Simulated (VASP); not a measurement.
# Fe (Im-3m) in VASP: notebook

The runs below take Fe through relaxation of cell and atoms, with r2SCAN+rVV10, RPBE.

Everything below comes from runs of VASP 6.6.1. Logs are shortened: lines on timing, memory, paths and dates and some standing lists are left out, and cuts for length are marked.

## 1. The crystal as given

Symmetry: Im-3m, No. 229, cubic system. Conventional cell: a = 2.886 Å, b = 2.886 Å, c = 2.886 Å, α = 90.00°, β = 90.00°, γ = 90.00°. Fe (site symmetry m-3m) is surrounded by 8 Fe at 2.50 Å.

## 2. Relaxation of cell and atoms, r2SCAN+rVV10, collinear spin, ferromagnetic start

Input file INCAR:

```
ALGO = Normal
AMIX = 0.2
AMIX_MAG = 0.8
BMIX = 1E-4
BMIX_MAG = 1E-4
BPARAM = 11.95
CPARAM = 0.0093
EDIFF = 1E-6
EDIFFG = -0.01
ENCUT = 600
IBRION = 2
ISIF = 3
ISMEAR = 1
ISPIN = 2
IVDW_NL = 2
LASPH = True
LCHARG = False
LMAXMIX = 4
LMIXTAU = True
LORBIT = 11
LREAL = False
LUSE_VDW = True
LWAVE = False
MAGMOM = 4
METAGGA = R2SCAN
NELM = 150
NSW = 90
PREC = Accurate
SIGMA = 0.1
```

Input file KPOINTS:

```
k-points
0
Gamma
  18 18 18
```

Input file POSCAR:

```
Fe
1.0
   -1.4430000000      1.4430000000      1.4430000000
    1.4430000000     -1.4430000000      1.4430000000
    1.4430000000      1.4430000000     -1.4430000000
Fe
1
Direct
    0.0000000000      0.0000000000      0.0000000000
```

Potentials or basis: VASP PAW PBE potentials, release 64 (Fe).

On the command line:

```
$ cat potpaw_PBE.64/Fe/POTCAR > POTCAR
$ mpirun -np 1 vasp_std > vasp.out
```

OUTCAR:

```text
AMIX = 0.2
   AMIX_MAG = 0.8
   BPARAM = 11.95
   EDIFF = 1E-6
   EDIFFG = -0.01
   ENCUT = 600
   IBRION = 2
   ISIF = 3
   ISMEAR = 1
   ISPIN = 2
   IVDW_NL = 2
   LASPH = True
   LORBIT = 11
   LREAL = False
   METAGGA = R2SCAN
   NELM = 150
   NSW = 90
   PREC = Accurate

 ion  position               nearest neighbor table
   1  0.000  0.000  0.000-

  LATTYP: Found a body centered cubic cell.
 ALAT       =     2.8860000000

  Lattice vectors:

 A1 = (  -1.4430000000,   1.4430000000,   1.4430000000)
 A2 = (   1.4430000000,  -1.4430000000,   1.4430000000)
 A3 = (   1.4430000000,   1.4430000000,  -1.4430000000)

Analysis of symmetry for initial positions (statically):
=====================================================================
 Subroutine PRICEL returns:
 Original cell was already a primitive cell.

 Routine SETGRP: Setting up the symmetry group for a
 body centered cubic supercell.

 Subroutine GETGRP returns: Found 48 space group operations
 (whereof 48 operations were pure point group operations)
 out of a pool of 48 trial point group operations.

The static configuration has the point symmetry O_h .

Analysis of symmetry for dynamics (positions and initial velocities):
=====================================================================
 Subroutine PRICEL returns:
 Original cell was already a primitive cell.

 Routine SETGRP: Setting up the symmetry group for a
 body centered cubic supercell.

 Subroutine GETGRP returns: Found 48 space group operations
 (whereof 48 operations were pure point group operations)
 out of a pool of 48 trial point group operations.

The dynamic configuration has the point symmetry O_h .

Analysis of structural, dynamic, and magnetic symmetry:
=====================================================================
 Subroutine PRICEL returns:
 Original cell was already a primitive cell.

 Routine SETGRP: Setting up the symmetry group for a
 body centered cubic supercell.

 Subroutine GETGRP returns: Found 48 space group operations
 (whereof 48 operations were pure point group operations)
 out of a pool of 48 trial point group operations.

The overall configuration has the point symmetry O_h .

 Subroutine INISYM returns: Found 48 space group operations
 (whereof 48 operations are pure point group operations),
 and found     1 'primitive' translations

----------------------------------------------------------------------------------------

                                     Primitive cell

  volume of cell :      12.0187

  direct lattice vectors                    reciprocal lattice vectors
    -1.443000000  1.443000000  1.443000000     0.000000000  0.346500347  0.346500347
     1.443000000 -1.443000000  1.443000000     0.346500347  0.000000000  0.346500347
     1.443000000  1.443000000 -1.443000000     0.346500347  0.346500347  0.000000000

  length of vectors
     2.499349315  2.499349315  2.499349315     0.490025489  0.490025489  0.490025489

  position of ions in fractional coordinates (direct lattice)
     0.000000000  0.000000000  0.000000000

  ion indices of the primitive-cell ions
   primitive index   ion index
                 1           1

----------------------------------------------------------------------------------------

 KPOINTS: k-points

Automatic generation of k-mesh.
 Grid dimensions read from file:
 generate k-points for:   18   18   18

 Generating k-lattice:

  Cartesian coordinates                     Fractional coordinates (reciprocal lattice)
     0.000000000  0.019250019  0.019250019     0.055555556  0.000000000  0.000000000
     0.019250019  0.000000000  0.019250019     0.000000000  0.055555556  0.000000000
     0.019250019  0.019250019  0.000000000     0.000000000  0.000000000  0.055555556

  Length of vectors
     0.027223638  0.027223638  0.027223638

  Shift w.r.t. Gamma in fractional coordinates (k-lattice)
     0.000000000  0.000000000  0.000000000

 Subroutine IBZKPT returns following result:
 ===========================================

 Found    195 irreducible k-points:

 Following reciprocal coordinates:
            Coordinates               Weight
  0.000000  0.000000  0.000000      1.000000
  0.055556  0.000000  0.000000     12.000000
  0.111111  0.000000  0.000000     12.000000
  0.166667  0.000000  0.000000     12.000000
  0.222222  0.000000  0.000000     12.000000
  0.277778  0.000000  0.000000     12.000000
[... 16 lines left out ...]
  0.333333  0.111111  0.000000     48.000000
  0.388889  0.111111 -0.000000     48.000000
 [... further k-points ...]
   k-points           NKPTS =    195   k-points in BZ     NKDIM =    195   number of bands    NBANDS=     10
   number of dos      NEDOS =    301   number of ions     NIONS =      1
   total plane-waves  NPLWV =   8000
   dimension x,y,z NGX =    20 NGY =   20 NGZ =   20
   dimension x,y,z NGXF=    40 NGYF=   40 NGZF=   40
   ions per type =               1
   NGX,Y,Z   is equivalent  to a cutoff of  13.30, 13.30, 13.30 a.u.
   NGXF,Y,Z  is equivalent  to a cutoff of  26.61, 26.61, 26.61 a.u.
 SYSTEM =  unknown system
   PREC   = accura    normal or accurate (medium, high low for compatibility)
   ISTART =      0    job   : 0-new  1-cont  2-samecut
   ICHARG =      2    charge: 1-file 2-atom 10-const
   ISPIN  =      2    spin polarized calculation?
   LNONCOLLINEAR =      F non collinear calculations
   LSORBIT =      F    spin-orbit coupling
   LASPH  =      T    aspherical Exc in radial PAW
   ENCUT  =  600.0 eV  44.10 Ry    6.64 a.u.   4.99  4.99  4.99*2*pi/ulx,y,z
   NELM   =    150;   NELMIN=  2; NELMDL= -5     # of ELM steps
   EDIFF  = 0.1E-05   stopping-criterion for ELM
   LREAL  =      F    real-space projection
   EDIFFG = -.1E-01   stopping-criterion for IOM
   NSW    =     90    number of steps for IOM
   IBRION =      2    ionic relax: 0-MD 1-quasi-New 2-CG
   NFREE  =      1    steps in history (QN), initial steepest desc. (CG)
   ISIF   =      3    stress and relaxation
   ISYM   =      2    0-nonsym 1-usesym 2-fastsym
   POTIM  = 0.5000    time-step for ionic-motion
   TEBEG  =    0.0;   TEEND  =   0.0 temperature during run
   PSTRESS=    0.0 pullay stress
   NELECT =       8.0000    total number of electrons
   NUPDOWN=      -1.0000    fix difference up-down
   EMIN   =  10.00;   EMAX   =-10.00  energy-range for DOS
   EFERMI =   0.00;   METHOD = LEGACY
   ISMEAR =     1;   SIGMA  =   0.10  broadening in eV -4-tet -1-fermi 0-gaus
   EFERMI_NEDOS =   21; number of points for ismear=-14 and -15
   IALGO  =     38    algorithm
   IMIX   =      4    mixing-type and parameters
     AMIX     =   0.20;   BMIX     =  0.00
     AMIX_MAG =   0.80;   BMIX_MAG =  0.00
  volume/ion in A,a.u.               =      12.02        81.11
  Fermi-wavevector in a.u.,A,eV,Ry     =   1.429394  2.701162 27.798962  2.043166
  Thomas-Fermi vector in A             =   2.549352
   LORBIT       =     11    0 simple, 1 ext, 2 COOP (PROOUT), +10 PAW based schemes
   METAGGA = R2SCAN    functional components
   LHFCALC =     F    Hartree Fock is set to
   AEXX    =    0.0000 exact exchange contribution
   IVDW_NL    =     2    kernel type
   BPARAM     =11.9500
   IVDW    =     0    specifies the selected vdW correction
   LEPSILON=     F    determine dielectric tensor
   LRPA    =     F    only Hartree local field effects (RPA)
 conjugate gradient relaxation of ions
 spin polarized calculation
 Methfessel and Paxton  Order N= 1 SIGMA  =   0.10
  energy-cutoff  :      600.00
  volume of cell :       12.02
 maximum number of plane-waves:       418
   NGX =  9   NGY =  9   NGZ =  9

--------------------------------------- Ionic step        1  -------------------------------------------

 number of electron       7.9999995 magnetization       2.6444126

 Free energy of the ion-electron system (eV)
  ---------------------------------------------------
  ext. energy  EPLUGINS =         0.00000000
  ---------------------------------------------------
  free energy    TOTEN  =       -14.17181638 eV

  energy without entropy =      -14.17146185  energy(sigma->0) =      -14.17169820

------------------------ aborting loop because EDIFF is reached ----------------------------------------

  FORCE on cell =-STRESS in cart. coord.  units (eV):
  Direction    XX          YY          ZZ          XY          YZ          ZX
  --------------------------------------------------------------------------------------
  -------------------------------------------------------------------------------------
  Total       -0.4620905     -0.4620905     -0.4620905      0.0000000     -0.0000000      0.0000000
  in kB      -61.5997004    -61.5997004    -61.5997004      0.0000000     -0.0000000      0.0000000
  external PRESSURE =     -61.5997004 kB  Pullay stress =       0.0000000 kB
[... 55 lines left out ...]
  energy  without entropy=      -14.1712433634  energy(sigma->0) =      -14.17135850

--------------------------------------- Ionic step        3  -------------------------------------------

 number of electron       8.0000001 magnetization       2.6198324

 Free energy of the ion-electron system (eV)
  ---------------------------------------------------
  ext. energy  EPLUGINS =         0.00000000
  ---------------------------------------------------
  free energy    TOTEN  =       -14.18036594 eV

  energy without entropy =      -14.18039773  energy(sigma->0) =      -14.18037653

 E-fermi :   5.5660     XC(G=0): -14.1274

 val. band max:        5.5559827692   @ k =  -0.2222   0.2222   0.1111
 cond. band min:       5.5690511821   @ k =  -0.2222   0.2778   0.1111
 fundamental gap:      0.0130684129
 Fermi energy:         5.5660209109

 spin component 1

 k-point     1 :       0.0000    0.0000    0.0000
  band No.  band energies     occupation
      1      -2.9860      1.00000
      2       2.5282      1.00000
      3       2.5282      1.00000
      4       2.5283      1.00000
      5       3.7546      1.00000
      6       3.7546      1.00000
      7      31.3711      0.00000
      8      31.3711      0.00000
      9      31.3712      0.00000
     10      36.2929      0.00000
[... 287 lines left out ...]
 k-point    24 :       0.3889    0.1111   -0.0000
  band No.  band energies     occupation
      1       0.4300      1.00000
      2       1.5910      1.00000
      3       3.3913      1.00000
      4       3.7726      1.00000
      5       4.4128      1.00000
      6       6.9526     -0.00000
      7      13.5357      0.00000
      8      22.0578      0.00000
      9      25.4574      0.00000
     10      30.8274      0.00000

 [... further k-points ...]

 spin component 2

 k-point     1 :       0.0000    0.0000    0.0000
  band No.  band energies     occupation
      1      -3.6155      1.00000
      2       5.9132     -0.00001
      3       5.9132     -0.00001
      4       5.9132     -0.00001
      5       8.1583      0.00000
      6       8.1583      0.00000
      7      30.9976      0.00000
      8      30.9976      0.00000
      9      30.9976      0.00000
     10      36.8793      0.00000
[... 327 lines left out ...]
  FREE ENERGIE OF THE ION-ELECTRON SYSTEM (eV)
  ---------------------------------------------------
  free  energy   TOTEN  =       -14.1803659361 eV

  energy  without entropy=      -14.1803977317  energy(sigma->0) =      -14.18037653

 reached required accuracy - stopping structural energy minimisation

 total charge

# of ion       s       p       d       tot
------------------------------------------
    1        0.484   0.561   6.182   7.227

 magnetization (x)

# of ion       s       p       d       tot
------------------------------------------
    1       -0.013  -0.120   2.818   2.685
```

Wall time 6.1 min (1 thread of Intel Xeon Platinum 8488C (Sapphire Rapids), shared host); peak memory 0.24 GiB.

What came out:

```yaml
Free_energy: -14.1804 eV
Relaxed_volume: 11.61 Å³/atom
Relaxed_cell: a = 2.471 Å, b = 2.471 Å, c = 2.471 Å, α = 109.47°, β = 109.47°, γ = 109.47°
Space_group_after_relaxing_to_0.05_Å: Im-3m (No. 229)
Energy_gained_by_relaxing: 8.5 meV/atom
Ionic_steps: 3
Pressure_after_relaxing: 0.0 GPa
Band_gap_on_the_k_mesh: none (metal or under the smearing width)
Net_moment: 2.62 μB per cell
Site_moments: Fe +2.69 μB
Valence_electrons_inside_the_program's_atomic_spheres: Fe 7.23
```

The path:
| step | energy change (eV) | largest force (eV/Å) | pressure (GPa) | volume (Å³) |
| --- | --- | --- | --- | --- |
| 1 | 0.0000 | 0.0000 | -6.16 | 12.02 |
| 2 | 0.0004 | 0.0000 | 7.57 | 11.23 |
| 3 | -0.0085 | 0.0000 | 0.00 | 11.61 |

Final structure:
```
CELL_PARAMETERS angstrom
-1.42665 1.42665 1.42665
1.42665 -1.42665 1.42665
1.42665 1.42665 -1.42665
ATOMIC_POSITIONS crystal
Fe 0.00000 0.00000 0.00000
```

Levels at points of the mesh, in eV from the Fermi level:
Spin up:
```
           k point  band 1  band 2  band 3  band 4  band 5  band 6  band 7  band 8  band 9  band 10
(0.00, 0.00, 0.00)   -8.55   -3.04   -3.04   -3.04   -1.81   -1.81   25.81   25.81   25.81    30.73
(0.50, 0.00, 0.00)   -5.38   -4.05   -1.77   -1.65   -0.45    0.58    7.04   18.94   20.46    23.63
(0.50, 0.50, 0.50)   -5.33   -5.33   -0.71   -0.71   -0.71   10.07   10.07   10.07   15.68    15.68
```
Spin down:
| k point | band 1 | band 2 | band 3 | band 4 | band 5 | band 6 | band 7 |
| --- | --- | --- | --- | --- | --- | --- | --- |
| (0.00, 0.00, 0.00) | -9.18 | 0.35 | 0.35 | 0.35 | 2.59 | 2.59 | 25.43 |
| (0.50, 0.00, 0.00) | -3.56 | -1.09 | 0.01 | 2.42 | 2.89 | 3.45 | 9.31 |
| (0.50, 0.50, 0.50) | -2.73 | -2.73 | 3.14 | 3.14 | 3.14 | 10.41 | 10.41 |

Caveat: the PAW data sets were made with another functional, which shifts forces and pressure a little.

## 3. Relaxation of cell and atoms, r2SCAN+rVV10, collinear spin, ferromagnetic start

This run uses another cell than the first one, of 11.61 Å³/atom, 0.966 times its volume.

INCAR: that of step 2 with these lines changed.

```diff
@@ -7,4 +7,4 @@
 CPARAM = 0.0093
-EDIFF = 1E-6
-EDIFFG = -0.01
+EDIFF = 1E-7
+EDIFFG = -0.005
 ENCUT = 600
```

KPOINTS is that of step 2.

Input file POSCAR:

```
Fe                                      
1.0
   -1.4266528690      1.4266528690      1.4266528690
    1.4266528690     -1.4266528690      1.4266528690
    1.4266528690      1.4266528690     -1.4266528690
  Fe            
     1
Direct
     0.0000000000000000    0.0000000000000000    0.0000000000000000
```

Potentials or basis: VASP PAW PBE potentials, release 64 (Fe).

On the command line:

```
$ cat potpaw_PBE.64/Fe/POTCAR > POTCAR
$ mpirun -np 1 vasp_std > vasp.out
```

OUTCAR:

```text
AMIX = 0.2
   AMIX_MAG = 0.8
   BPARAM = 11.95
   EDIFF = 1E-7
   EDIFFG = -0.005
   ENCUT = 600
   IBRION = 2
   ISIF = 3
   ISMEAR = 1
   ISPIN = 2
   IVDW_NL = 2
   LASPH = True
   LORBIT = 11
   LREAL = False
   METAGGA = R2SCAN
   NELM = 150
   NSW = 90
   PREC = Accurate

 ion  position               nearest neighbor table
   1  0.000  0.000  0.000-

  LATTYP: Found a body centered cubic cell.
 ALAT       =     2.8533057380

  Lattice vectors:

 A1 = (  -1.4266528690,   1.4266528690,   1.4266528690)
 A2 = (   1.4266528690,  -1.4266528690,   1.4266528690)
 A3 = (   1.4266528690,   1.4266528690,  -1.4266528690)

Analysis of symmetry for initial positions (statically):
=====================================================================
 Subroutine PRICEL returns:
 Original cell was already a primitive cell.

 Routine SETGRP: Setting up the symmetry group for a
 body centered cubic supercell.

 Subroutine GETGRP returns: Found 48 space group operations
 (whereof 48 operations were pure point group operations)
[... 507 lines left out ...]
      1      -3.6156      1.00000
      2       5.9131     -0.00001
      3       5.9131     -0.00001
      4       5.9131     -0.00001
      5       8.1583      0.00000
      6       8.1583      0.00000
      7      30.9974      0.00000
      8      30.9975      0.00000
      9      30.9975      0.00000
     10      36.8791      0.00000
[... 287 lines left out ...]
 k-point    24 :       0.3889    0.1111   -0.0000
  band No.  band energies     occupation
      1       2.1409      1.00000
      2       4.5101      1.00000
      3       5.0244      1.00000
      4       7.9138      0.00000
      5       8.5057      0.00000
      6       9.5025      0.00000
      7      15.4728      0.00000
      8      22.7003      0.00000
      9      26.4624      0.00000
     10      31.5889      0.00000

 [... further k-points ...]
[... 5 lines left out ...]
  --------------------------------------------------------------------------------------
  -------------------------------------------------------------------------------------
  Total        0.0019023      0.0019023      0.0019023     -0.0000000      0.0000000     -0.0000000
  in kB        0.2624126      0.2624126      0.2624126     -0.0000000      0.0000000     -0.0000000
  external PRESSURE =       0.2624126 kB  Pullay stress =       0.0000000 kB

 VOLUME and BASIS-vectors are now :
 -----------------------------------------------------------------------------
  energy-cutoff  :      600.00
  volume of cell :       11.61
      direct lattice vectors                 reciprocal lattice vectors
    -1.426652869  1.426652869  1.426652869     0.000000000  0.350470679  0.350470679
     1.426652869 -1.426652869  1.426652869     0.350470679  0.000000000  0.350470679
     1.426652869  1.426652869 -1.426652869     0.350470679  0.350470679  0.000000000

 POSITION                                       TOTAL-FORCE (eV/Angst)
 -----------------------------------------------------------------------------------
      0.00000      0.00000      0.00000        -0.000000      0.000000     -0.000000
 -----------------------------------------------------------------------------------
    total drift:                                0.000000     -0.000000      0.000000

  FREE ENERGIE OF THE ION-ELECTRON SYSTEM (eV)
  ---------------------------------------------------
  free  energy   TOTEN  =       -14.1799432098 eV

  energy  without entropy=      -14.1799746571  energy(sigma->0) =      -14.17995369

 reached required accuracy - stopping structural energy minimisation

 total charge

# of ion       s       p       d       tot
------------------------------------------
    1        0.484   0.561   6.182   7.227

 magnetization (x)

# of ion       s       p       d       tot
------------------------------------------
    1       -0.013  -0.120   2.818   2.685
```

CONTCAR:

```text
Fe
   1.00000000000000
    -1.4266528690000000    1.4266528690000000    1.4266528690000000
     1.4266528690000000   -1.4266528690000000    1.4266528690000000
     1.4266528690000000    1.4266528690000000   -1.4266528690000000
  Fe
     1
Direct
     0.0000000000000000    0.0000000000000000    0.0000000000000000

  0.00000000E+00  0.00000000E+00  0.00000000E+00
```

Wall time 2.6 min (1 thread of Intel Xeon Platinum 8488C (Sapphire Rapids), shared host); peak memory 0.23 GiB.

What came out:

| Quantity | Value |
| --- | --- |
| Free energy | -14.1799 eV |
| Pressure after relaxing | 0.0 GPa |
| Band gap on the k mesh | none (metal or under the smearing width) |
| Net moment | 2.62 μB per cell |
| Site moments | Fe +2.69 μB |
| Valence electrons inside the program's atomic spheres | Fe 7.23 |

Final structure:
```yaml
crystal:
  lattice:
    - [-1.42665, 1.42665, 1.42665]
    - [1.42665, -1.42665, 1.42665]
    - [1.42665, 1.42665, -1.42665]
  atoms:
    - { symbol: Fe, position: [0.00000, 0.00000, 0.00000] }
```

Levels at points of the mesh, in eV from the Fermi level:
Spin up:
```csv
k point,band 1,band 2,band 3,band 4,band 5,band 6,band 7,band 8,band 9,band 10
"(0.00, 0.00, 0.00)",-8.55,-3.04,-3.04,-3.04,-1.81,-1.81,25.80,25.80,25.81,30.73
"(0.50, 0.00, 0.00)",-5.38,-4.05,-1.77,-1.65,-0.45,0.58,7.04,18.94,20.46,23.63
"(0.50, 0.50, 0.50)",-5.33,-5.33,-0.71,-0.71,-0.71,10.07,10.07,10.07,15.68,15.68
```
Spin down:
```
           k point  band 1  band 2  band 3  band 4  band 5  band 6
(0.00, 0.00, 0.00)   -9.18    0.35    0.35    0.35    2.59    2.59
(0.50, 0.00, 0.00)   -3.56   -1.09    0.01    2.42    2.89    3.45
(0.50, 0.50, 0.50)   -2.73   -2.73    3.14    3.14    3.14   10.41
```

Caveat: the relaxation stopped at its first step, so nothing moved; the PAW data sets were made with another functional, which shifts forces and pressure a little.

[end of part 1 of 2]
